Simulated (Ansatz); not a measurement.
## Cold compression of Lu (fcc type)

```
CELL_PARAMETERS angstrom
0.00000 2.44092 2.44092
2.44092 0.00000 2.44092
2.44092 2.44092 0.00000
ATOMIC_POSITIONS crystal
Lu 0.00000 0.00000 0.00000
```

The cell comes from a relaxation on PAW files under the same functional, begun from a prototype that needn't be the stable phase.

Its volume is scaled at fixed shape and fractional positions.

Computed with Ansatz 0.2.0; functional PBE, scalar-relativistic. Settings: a Γ-centred 15×15×15 k mesh, Fermi–Dirac smearing of 0.1 eV, no spin polarisation. Methods: LAPW: all electrons, basis error target 1 meV/atom; PAW: frozen-core files, cutoff 420 eV; crystal datasets: all electrons, by PAW datasets that the program makes for each cell; norm-conserving: pseudopotentials, cutoff 1361 eV; PAW (core large): files with a larger core, cutoff 420 eV.

Energies are extrapolated to zero smearing and count from the unscaled cell; pressure is positive in compression; gaps take the mesh and a band path. No temperature or zero-point motion is included.

Spin–orbit coupling is left out, which matters for the heavy atoms. The structure type is held throughout; the real material can change phase at far lower pressure.

```tsv
V/V0	V (Å³/atom)	P LAPW (GPa)	ΔE LAPW (eV/atom)	P PAW − LAPW (GPa)	ΔE PAW − LAPW (meV/atom)
1.00	29.09	0.00	0.000	0.00	0.0
0.92	26.76	3.99	0.024	0.00	0.0
0.84	24.43	?	?	?	?
0.76	22.11	18.45	0.315	-0.01	-0.2
0.68	19.78	31.7	0.670	-0.02	-0.4
0.60	17.45	52.8	1.272	-0.03	-0.7
0.52	15.12	87.2	2.269	-0.03	-1.1
0.45	13.09	139.3	3.675	-0.11	-1.7
```

Q: Fit the Vinet equation to the LAPW pressures shown (residuals weighted by 1/(|P| + 0.03·Pmax)), and predict the pressure of the withheld row.

A: The fit gives V0 = 29.10 Å³/atom, B0 = 39 GPa and B0′ = 4.09. At 24.43 Å³/atom, x = (V/V0)^(1/3) = 0.9434, and P = 3·B0·(1 − x)/x²·exp[1.5·(B0′ − 1)·(1 − x)] = 9.67 GPa. The run itself gave 9.80 GPa (-1.4 % off) and ΔE = 0.118 eV/atom.

Q: From the table, what is the rise of the enthalpy H = E + pV up to the last row, and how stiff is the crystal between the last two rows?

A: ΔH = 3.675 eV + (139.3 GPa × 13.09 Å³ + 0.00 GPa × 29.09 Å³) × 0.006242 eV/(GPa·Å³) = 15.05 eV/atom, of which pV makes 76 %. The mean bulk modulus there is −ΔP/Δln V = 360 GPa.

Q: At the smallest volume, how far do crystal datasets and norm-conserving and PAW (core large) lie from LAPW in pressure?

A: crystal datasets: 0.00 GPa; norm-conserving: -1.20 GPa; PAW (core large): -0.11 GPa, on a LAPW pressure of 139.3 GPa.

Q: How do the Löwdin populations by LAPW change from the unscaled cell to the last row?

A: Lu 5s 1.95 → 1.85, Lu 6s 0.81 → 0.42, Lu 5p 5.97 → 5.79, Lu 5d 2.22 → 3.02, Lu 4f 13.99 → 13.91 electrons an atom. These are projections on the shells that the free atoms fill; 0.06 e a cell lies outside them at the start and 0.01 e at the end.
